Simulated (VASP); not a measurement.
# GaN (I-4m2) in VASP: notebook

Runs on GaN. Level: PBE. Tasks: single point.

Program: VASP 6.6.1. These are calculated values, not measurements. Logs are shortened: lines on timing, memory, paths and dates and some standing lists are left out, and cuts for length are marked.

## Step 1: The cell of the first run

The structure is tetragonal, space group I-4m2 (No. 119). The conventional cell has a = 3.187 Å, b = 3.187 Å, c = 4.169 Å, α = 90.00°, β = 90.00°, γ = 90.00°. Around Ga (site symmetry -4m2) lie 4 N at 1.90 Å. Around N (site symmetry -4m2) lie 4 Ga at 1.90 Å.

Measurements of this composition are mostly on another form, of space group No. 186.

## Step 2: Single point, PBE (strain -0.0750 x Voigt [0, 0, 1, 0, 0, 0], atoms carried along)

INCAR reads:

```
SYSTEM = GaN
ALGO = Normal
EDIFF = 1E-6
ENCUT = 520
GGA = PE
ISIF = 2
ISMEAR = 0
LASPH = .True.
LCHARG = .True.
LELF = .True.
LREAL = .False.
LVHAR = .True.
LWAVE = .False.
NBANDS = 16
NELM = 80
PREC = Accurate
SIGMA = 0.05
```

KPOINTS reads:

```
k-points
0
Gamma
  10 10 10
  0 0 0
```

POSCAR reads:

```
GaN
1.0
    0.0000000000      2.2535006075      2.0844880619
    2.2535006075      0.0000000000      2.0844880619
    2.2535006075      2.2535006075      0.0000000000
Ga N
1 1
Direct
    0.0000000000      0.0000000000      0.0000000000
    0.7500000000      0.7500000000      0.7500000000
```

Potentials or basis: VASP PAW PBE potentials, release 64 (Ga_d, N).

The run is started by

```console
$ cat potpaw_PBE.64/Ga_d/POTCAR potpaw_PBE.64/N/POTCAR > POTCAR
$ mpirun -np 1 vasp_std > vasp.out
```

OUTCAR:

```text
SYSTEM = GaN
   EDIFF = 1E-6
   ENCUT = 520
   GGA = PE
   ISIF = 2
   ISMEAR = 0
   LASPH = .True.
   LREAL = .False.
   NELM = 80
   PREC = Accurate

 ion  position               nearest neighbor table
   1  0.000  0.000  0.000-   2 1.90   2 1.90   2 1.90   2 1.90
   2  0.750  0.750  0.750-   1 1.90   1 1.90   1 1.90   1 1.90

  LATTYP: Found a body centered tetragonal cell.
 ALAT       =     3.1869311219
 C/A-ratio  =     1.3081475452

  Lattice vectors:

 A1 = (   0.0000000000,  -2.2535006075,  -2.0844880619)
 A2 = (   0.0000000000,   2.2535006075,  -2.0844880619)
 A3 = (   2.2535006075,   0.0000000000,   2.0844880619)

Analysis of symmetry for initial positions (statically):
=====================================================================
 Subroutine PRICEL returns:
 Original cell was already a primitive cell.

 Routine SETGRP: Setting up the symmetry group for a
 body centered tetragonal supercell.

 Subroutine GETGRP returns: Found  8 space group operations
 (whereof  8 operations were pure point group operations)
 out of a pool of 16 trial point group operations.

The static configuration has the point symmetry D_2d.

Analysis of symmetry for dynamics (positions and initial velocities):
=====================================================================
 Subroutine PRICEL returns:
 Original cell was already a primitive cell.

 Routine SETGRP: Setting up the symmetry group for a
 body centered tetragonal supercell.

 Subroutine GETGRP returns: Found  8 space group operations
 (whereof  8 operations were pure point group operations)
 out of a pool of 16 trial point group operations.

The dynamic configuration has the point symmetry D_2d.

 Subroutine INISYM returns: Found  8 space group operations
 (whereof  8 operations are pure point group operations),
 and found     1 'primitive' translations

----------------------------------------------------------------------------------------

                                     Primitive cell

  volume of cell :      21.1712

  direct lattice vectors                    reciprocal lattice vectors
     0.000000000  2.253500607  2.084488062    -0.221877020  0.221877020  0.239867049
     2.253500607  0.000000000  2.084488062     0.221877020 -0.221877020  0.239867049
     2.253500607  2.253500607  0.000000000     0.221877020  0.221877020 -0.239867049

  length of vectors
     3.069748437  3.069748437  3.186931122     0.394962056  0.394962056  0.394962056

  position of ions in fractional coordinates (direct lattice)
     0.000000000  0.000000000  0.000000000
     0.750000000  0.750000000  0.750000000

  ion indices of the primitive-cell ions
   primitive index   ion index
                 1           1
                 2           2

----------------------------------------------------------------------------------------

 KPOINTS: k-points

Automatic generation of k-mesh.
 Grid dimensions read from file:
 generate k-points for:   10   10   10

 Generating k-lattice:

  Cartesian coordinates                     Fractional coordinates (reciprocal lattice)
    -0.022187702  0.022187702  0.023986705     0.100000000 -0.000000000  0.000000000
     0.022187702 -0.022187702  0.023986705    -0.000000000  0.100000000  0.000000000
     0.022187702  0.022187702 -0.023986705     0.000000000  0.000000000  0.100000000

  Length of vectors
     0.039496206  0.039496206  0.039496206

  Shift w.r.t. Gamma in fractional coordinates (k-lattice)
     0.000000000  0.000000000  0.000000000

 Subroutine IBZKPT returns following result:
 ===========================================

 Found    102 irreducible k-points:

 Following reciprocal coordinates:
            Coordinates               Weight
  0.000000  0.000000  0.000000      1.000000
  0.100000  0.000000  0.000000      8.000000
  0.200000  0.000000  0.000000      8.000000
  0.300000 -0.000000  0.000000      8.000000
  0.400000 -0.000000  0.000000      8.000000
  0.500000 -0.000000  0.000000      4.000000
[... 16 lines left out ...]
  0.300000  0.300000  0.000000      2.000000
  0.400000  0.300000  0.000000      8.000000
 [... further k-points ...]
   k-points           NKPTS =    102   k-points in BZ     NKDIM =    102   number of bands    NBANDS=     16
   number of dos      NEDOS =    301   number of ions     NIONS =      2
   total plane-waves  NPLWV =  13824
   dimension x,y,z NGX =    24 NGY =   24 NGZ =   24
   dimension x,y,z NGXF=    48 NGYF=   48 NGZF=   48
   ions per type =               1   1
   NGX,Y,Z   is equivalent  to a cutoff of  13.00, 13.00, 12.52 a.u.
   NGXF,Y,Z  is equivalent  to a cutoff of  25.99, 25.99, 25.04 a.u.
 SYSTEM =  GaN
   PREC   = accura    normal or accurate (medium, high low for compatibility)
   ISTART =      0    job   : 0-new  1-cont  2-samecut
   ICHARG =      2    charge: 1-file 2-atom 10-const
   ISPIN  =      1    spin polarized calculation?
   LNONCOLLINEAR =      F non collinear calculations
   LSORBIT =      F    spin-orbit coupling
   LASPH  =      T    aspherical Exc in radial PAW
   ENCUT  =  520.0 eV  38.22 Ry    6.18 a.u.   5.71  5.71  5.93*2*pi/ulx,y,z
   NELM   =     80;   NELMIN=  2; NELMDL= -5     # of ELM steps
   EDIFF  = 0.1E-05   stopping-criterion for ELM
   LREAL  =      F    real-space projection
   EDIFFG = 0.1E-04   stopping-criterion for IOM
   NSW    =      0    number of steps for IOM
   IBRION =     -1    ionic relax: 0-MD 1-quasi-New 2-CG
   NFREE  =      0    steps in history (QN), initial steepest desc. (CG)
   ISIF   =      2    stress and relaxation
   ISYM   =      2    0-nonsym 1-usesym 2-fastsym
   POTIM  = 0.5000    time-step for ionic-motion
   TEBEG  =    0.0;   TEEND  =   0.0 temperature during run
   PSTRESS=    0.0 pullay stress
   NELECT =      18.0000    total number of electrons
   NUPDOWN=      -1.0000    fix difference up-down
   EMIN   =  10.00;   EMAX   =-10.00  energy-range for DOS
   EFERMI =   0.00;   METHOD = LEGACY
   ISMEAR =     0;   SIGMA  =   0.05  broadening in eV -4-tet -1-fermi 0-gaus
   EFERMI_NEDOS =   21; number of points for ismear=-14 and -15
   IALGO  =     38    algorithm
   IMIX   =      4    mixing-type and parameters
     AMIX     =   0.40;   BMIX     =  1.00
     AMIX_MAG =   1.60;   BMIX_MAG =  1.00
  volume/ion in A,a.u.               =      10.59        71.44
  Fermi-wavevector in a.u.,A,eV,Ry     =   1.550901  2.930778 32.726011  2.405294
  Thomas-Fermi vector in A             =   2.655498
   LORBIT       =      0    0 simple, 1 ext, 2 COOP (PROOUT), +10 PAW based schemes
   GGA     = PE    functional components
   LHFCALC =     F    Hartree Fock is set to
   AEXX    =    0.0000 exact exchange contribution
   IVDW    =     0    specifies the selected vdW correction
   LEPSILON=     F    determine dielectric tensor
   LRPA    =     F    only Hartree local field effects (RPA)
 non-spin polarized calculation
 Gauss-broadening in eV      SIGMA  =   0.05
  energy-cutoff  :      520.00
  volume of cell :       21.17
 maximum number of plane-waves:       588
   NGX = 11   NGY = 11   NGZ = 11

 number of electron      17.9999997 magnetization

 Free energy of the ion-electron system (eV)
  ---------------------------------------------------
  ext. energy  EPLUGINS =         0.00000000
  ---------------------------------------------------
  free energy    TOTEN  =       -11.97379740 eV

  energy without entropy =      -11.97379740  energy(sigma->0) =      -11.97379740

 E-fermi :   6.6848     XC(G=0): -12.0974

 val. band max:        6.3799269911   @ k =   0.0000   0.0000   0.0000
 cond. band min:       8.3859813209   @ k =   0.0000   0.0000   0.0000
 fundamental gap:      2.0060543298
 Fermi energy:         6.6847525178

 k-point     1 :       0.0000    0.0000    0.0000
  band No.  band energies     occupation
      1     -10.4544      2.00000
      2      -7.3997      2.00000
      3      -7.3997      2.00000
      4      -7.3128      2.00000
      5      -6.9799      2.00000
      6      -6.9654      2.00000
[... 8 lines left out ...]
     15      24.7702      0.00000
     16      24.8425      0.00000

 k-point     2 :       0.1000    0.0000    0.0000
  band No.  band energies     occupation
      1     -10.3260      2.00000
      2      -7.3831      2.00000
      3      -7.3703      2.00000
      4      -7.2935      2.00000
      5      -6.9792      2.00000
      6      -6.9685      2.00000
[... 8 lines left out ...]
     15      23.6089      0.00000
     16      25.7022      0.00000

 k-point     3 :       0.2000    0.0000    0.0000
  band No.  band energies     occupation
      1      -9.9922      2.00000
      2      -7.3456      2.00000
      3      -7.2949      2.00000
      4      -7.1867      2.00000
      5      -6.9702      2.00000
      6      -6.9698      2.00000
[... 8 lines left out ...]
     15      23.0302      0.00000
     16      24.8438      0.00000

 k-point     4 :       0.3000   -0.0000    0.0000
  band No.  band energies     occupation
      1      -9.6117      2.00000
      2      -7.3145      2.00000
      3      -7.2499      2.00000
      4      -6.9824      2.00000
      5      -6.9417      2.00000
      6      -6.7885      2.00000
[... 8 lines left out ...]
     15      24.0104      0.00000
     16      24.6701      0.00000
[... 324 lines left out ...]
 k-point    22 :      -0.2000    0.2000    0.0000
  band No.  band energies     occupation
      1      -9.5140      2.00000
      2      -7.2678      2.00000
      3      -7.2308      2.00000
      4      -7.0014      2.00000
      5      -6.9912      2.00000
      6      -6.6696      2.00000
[... 8 lines left out ...]
     15      23.7649      0.00000
     16      28.4690      0.00000

 k-point    23 :       0.3000    0.3000    0.0000
  band No.  band energies     occupation
      1      -9.3359      2.00000
      2      -7.2397      2.00000
      3      -7.1583      2.00000
      4      -7.1583      2.00000
      5      -6.8965      2.00000
      6      -6.4357      2.00000
[... 8 lines left out ...]
     15      27.8911      0.00000
     16      29.3465      0.00000

 k-point    24 :       0.4000    0.3000    0.0000
  band No.  band energies     occupation
      1      -9.1816      2.00000
      2      -7.2573      2.00000
      3      -7.1122      2.00000
      4      -7.1086      2.00000
      5      -6.8780      2.00000
      6      -5.9282      2.00000
[... 8 lines left out ...]
     15      28.7373      0.00000
     16      29.4006      0.00000

 [... further k-points ...]

------------------------ aborting loop because EDIFF is reached ----------------------------------------

  FORCE on cell =-STRESS in cart. coord.  units (eV):
  Direction    XX          YY          ZZ          XY          YZ          ZX
  --------------------------------------------------------------------------------------
  -------------------------------------------------------------------------------------
  Total        2.6361342      2.6361342      3.5423772      0.0000000      0.0000000      0.0000000
  in kB      199.4956047    199.4956047    268.0776584      0.0000000      0.0000000      0.0000000
  external PRESSURE =     222.3562892 kB  Pullay stress =       0.0000000 kB

 VOLUME and BASIS-vectors are now :
 -----------------------------------------------------------------------------
  energy-cutoff  :      520.00
  volume of cell :       21.17
      direct lattice vectors                 reciprocal lattice vectors
     0.000000000  2.253500607  2.084488062    -0.221877020  0.221877020  0.239867049
     2.253500607  0.000000000  2.084488062     0.221877020 -0.221877020  0.239867049
     2.253500607  2.253500607  0.000000000     0.221877020  0.221877020 -0.239867049

 POSITION                                       TOTAL-FORCE (eV/Angst)
 -----------------------------------------------------------------------------------
      0.00000      0.00000      0.00000        -0.000000     -0.000000     -0.000000
      3.38025      3.38025      3.12673         0.000000      0.000000      0.000000
 -----------------------------------------------------------------------------------
    total drift:                               -0.000001     -0.000001      0.000003

  FREE ENERGIE OF THE ION-ELECTRON SYSTEM (eV)
  ---------------------------------------------------
  free  energy   TOTEN  =       -11.9737974005 eV

  energy  without entropy=      -11.9737974005  energy(sigma->0) =      -11.97379740
```

Wall time 24 s (1 thread of Intel Xeon Platinum 8488C (Sapphire Rapids), shared host); peak memory 0.16 GiB.

Results:

- Free energy: -11.9738 eV
- Pressure: 22.2 GPa
- Band gap on the k mesh: 2.01 eV, direct

Stress tensor (GPa, compression positive):
```
19.95  0.00  0.00
 0.00 19.95  0.00
 0.00  0.00 26.81
```

Levels at points of the mesh, in eV from the valence-band top:
```
           k point  band 7  band 8  band 9  band 10  band 11  band 12
(0.00, 0.00, 0.00)   -0.32   -0.32    0.00     2.01    10.49    10.70
(0.50, 0.00, 0.00)   -7.76   -1.57   -1.00     4.81     8.94     9.96
(0.50, 0.50, 0.00)   -6.05   -3.60   -3.60     2.84     5.99    12.90
(0.50, 0.00, 0.50)   -6.95   -2.99   -2.92     3.38     7.38    11.64
```

Caveat: so large a pressure means that the cell lies far from this level's equilibrium, or that cutoff or potentials fall short.

## Step 3: Single point, PBE (strain -0.1000 x Voigt [0, 0, 1, 0, 0, 0], atoms carried along)

INCAR reads:

```
PREC     = Accurate       # precision mode
ENCUT    = 520            # plane-wave cutoff, eV
EDIFF    = 1E-6           # SCF threshold, eV
ISMEAR   = 0              # smearing method
SIGMA    = 0.05           # smearing width, eV
LREAL    = F              # projectors in reciprocal space
LASPH    = T              # aspherical terms in the spheres
NELM     = 60             # most SCF steps
ALGO     = Normal         # electronic algorithm
ISIF     = 2              # what is computed and relaxed
LWAVE    = F              # write WAVECAR
LCHARG   = T              # write CHGCAR
GGA      = PE             # functional
LELF     = T              # ELF
LVHAR    = T            
NBANDS   = 16             # bands
```

KPOINTS reads:

```
Automatic mesh
0
Gamma
  10 10 10
```

POSCAR reads:

```
GaN
1.0
    0.0000000000      2.2535006075      2.0281505468
    2.2535006075      0.0000000000      2.0281505468
    2.2535006075      2.2535006075      0.0000000000
Ga N
1 1
Direct
    0.0000000000      0.0000000000      0.0000000000
    0.7500000000      0.7500000000      0.7500000000
```

Potentials or basis: VASP PAW PBE potentials, release 64 (Ga_d, N).

The run is started by

```console
$ cat potpaw_PBE.64/Ga_d/POTCAR potpaw_PBE.64/N/POTCAR > POTCAR
$ mpirun -np 1 vasp_std > vasp.out
```

Run time: 25 s. Hardware: 1 thread of Intel Xeon Platinum 8488C (Sapphire Rapids), shared host; peak memory 0.16 GiB.

It converged, with:

- Free energy: -11.8640 eV
- Pressure: 29.3 GPa
- Band gap on the k mesh: 2.12 eV, direct

Stress tensor (GPa, compression positive):
```
26.65  0.00  0.00
 0.00 26.65  0.00
 0.00  0.00 34.58
```

Levels at points of the mesh, in eV from the valence-band top:
| k point | band 7 | band 8 | band 9 | band 10 | band 11 | band 12 |
| --- | --- | --- | --- | --- | --- | --- |
| (0.00, 0.00, 0.00) | -0.42 | -0.42 | 0.00 | 2.12 | 10.61 | 10.88 |
| (0.50, 0.00, 0.00) | -8.00 | -1.76 | -1.00 | 4.81 | 9.06 | 9.81 |
| (0.50, 0.50, 0.00) | -6.00 | -3.91 | -3.91 | 2.69 | 5.73 | 13.38 |
| (0.50, 0.00, 0.50) | -7.23 | -3.07 | -2.96 | 3.43 | 7.67 | 11.61 |

Caveat: so large a pressure means that the cell lies far from this level's equilibrium, or that cutoff or potentials fall short.

## Step 4: Single point, PBE (strain +0.0750 x Voigt [0, 0, 1, 0, 0, 0], atoms carried along)

INCAR reads:

```
SYSTEM = GaN
ALGO = Fast
EDIFF = 1E-6
ENCUT = 520
GGA = PE
ISIF = 2
ISMEAR = 0
LASPH = .True.
LCHARG = .True.
LELF = .True.
LREAL = .False.
LVHAR = .True.
LWAVE = .False.
NBANDS = 16
NELM = 80
PREC = Accurate
SIGMA = 0.05
```

KPOINTS reads:

```
k-points
0
Gamma
  10 10 10
  0 0 0
```

POSCAR reads:

```
GaN
1.0
    0.0000000000      2.2535006075      2.4225131531
    2.2535006075      0.0000000000      2.4225131531
    2.2535006075      2.2535006075      0.0000000000
Ga N
1 1
Direct
    0.0000000000      0.0000000000      0.0000000000
    0.7500000000      0.7500000000      0.7500000000
```

The run is started by

```console
$ cat potpaw_PBE.64/Ga_d/POTCAR potpaw_PBE.64/N/POTCAR > POTCAR
$ mpirun -np 1 vasp_std > vasp.out
```

Wall time 30 s (1 thread of Intel Xeon Platinum 8488C (Sapphire Rapids), shared host); peak memory 0.17 GiB.

Results (log left out):

| Item | Value |
| --- | --- |
| Free energy | -12.0937 eV |
| Pressure | -7.1 GPa |
| Band gap on the k mesh | 1.11 eV, direct |

Stress tensor (GPa, compression positive):
```
 -3.67   0.00   0.00
  0.00  -3.67   0.00
  0.00   0.00 -14.10
```

Levels at points of the mesh, in eV from the valence-band top:
| k point | band 7 | band 8 | band 9 | band 10 | band 11 | band 12 |
| --- | --- | --- | --- | --- | --- | --- |
| (0.00, 0.00, 0.00) | -0.37 | 0.00 | 0.00 | 1.11 | 9.69 | 9.69 |
| (0.50, 0.00, 0.00) | -6.69 | -1.27 | -0.73 | 3.90 | 8.24 | 9.55 |
| (0.50, 0.50, 0.00) | -6.44 | -2.22 | -2.22 | 3.53 | 6.75 | 10.57 |
| (0.50, 0.00, 0.50) | -5.70 | -2.73 | -2.73 | 3.09 | 5.76 | 11.35 |

## Step 5: The runs side by side

| cell | gap on the mesh (eV) | pressure (GPa) |
| --- | --- | --- |
| strain -0.0750 x Voigt [0, 0, 1, 0, 0, 0], atoms carried along | 2.01 | 22.2 |
| strain -0.1000 x Voigt [0, 0, 1, 0, 0, 0], atoms carried along | 2.12 | 29.3 |
| strain +0.0750 x Voigt [0, 0, 1, 0, 0, 0], atoms carried along | 1.11 | -7.1 |

Alike in all rows: task single point; level PBE; potentials or basis VASP PAW PBE potentials, release 64 (Ga_d, N); no spin polarisation; k mesh 10 × 10 × 10; cutoff (eV) 520; smearing gaussian 0.05 eV.

Caveats: so large a pressure means that the cell lies far from this level's equilibrium, or that cutoff or potentials fall short (some runs).

Absolute energies hang on the potentials; compare differences alone.
